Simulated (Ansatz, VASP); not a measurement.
## Te in VASP and in Ansatz

INCAR

```
PREC = Accurate
ENCUT = 520
EDIFF = 1E-6
ISMEAR = -1
SIGMA = 0.05
LREAL = F
LASPH = T
NELM = 60
ALGO = Normal
ISIF = 2
LWAVE = F
LCHARG = F
GGA = PS
NBANDS = 9
```

The input KPOINTS:

```
Automatic mesh
0
Gamma
  9 9 9
```

Contents of POSCAR:

```
Te
1.0
    2.2857050000      1.3084100000      1.7231440000
   -2.2642260000      1.2957370000      1.7038320000
   -0.0002360000     -2.6597710000      1.7572810000
Te
1
Direct
    0.5014310000      0.4938640000      0.5031630000
```

File input.yaml:

```yaml
crystal:
  lattice:
    - [2.285705, 1.30841, 1.723144]
    - [-2.264226, 1.295737, 1.703832]
    - [-0.000236, -2.659771, 1.757281]
  atoms:
    - { symbol: Te, position: [0.501431, 0.493864, 0.503163] }
kpoints:
  mp_grid: { grid: [9, 9, 9] }
scf:
  occupations: { method: fermi_dirac, width: 0.05 }
hamiltonian:
  xc: pbesol
  pseudopotentials: { kind: all_electron, lapw: { basis_error: 0.001 } }
output:
  forces: true
  stress: true
  eigenvalues: true
  populations: true
```

Change from the starting cell: cell strained at random at fixed volume.

Alike in both runs: task single point; functional PBEsol; k mesh 9 × 9 × 9; occupations fermi-dirac, width 0.05 eV; no spin polarisation.

|  | VASP | Ansatz |
| --- | --- | --- |
| version | VASP 6.6.1 | Ansatz 0.2.0 |
| potentials or method | VASP PAW PBE potentials, release 64 (Te) | all-electron LAPW, scalar-relativistic |
| plane-wave cutoff (eV) | 520 | see its input |

Ansatz gave:

* gap on the k mesh at the Fermi level (eV): none
* pressure (GPa): 0.2
* largest component of the traceless stress (GPa): 0.25

Estimate VASP's values.

gap on the k mesh at the Fermi level (eV): none; pressure (GPa): 0.3; largest component of the traceless stress (GPa): 0.26.

A gap of «none» marks a metal or a gap that the smearing closes. Ansatz ran all-electron here, so the differences hold the error of VASP's frozen core and of both bases.

Caveats: the PAW data sets were made with another functional, which shifts forces and pressure a little (VASP). The runs have no spin-orbit coupling, so splittings on Te are missing.
